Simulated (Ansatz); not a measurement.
Hg (Fm-3m)

Computed with DFT PBE+D3(BJ), scalar-relativistic, plane waves, PAW in Ansatz 0.2.0.

Settings: cutoff 420 eV, Γ-centred mesh 16×16×16 on the computed 1-atom cell, Gaussian smearing of 0.10 eV; no spin polarisation.

The structure is relaxed at this level of theory with its symmetry kept. This fcc form isn't the element's structure at ambient conditions.

```
Hg
1.0
     0.00000    2.31687    2.31687
     2.31687    0.00000    2.31687
     2.31687    2.31687    0.00000
Hg
1
Direct
  0.00000 0.00000 0.00000
```

Task: Density of states at the Fermi level?

Result: 0.37 states/eV per cell.

Task: Bader charges (e)?

Result: Hg (1 in the cell) 0.00.

Spin-orbit coupling is left out, which matters for the bands of heavy elements.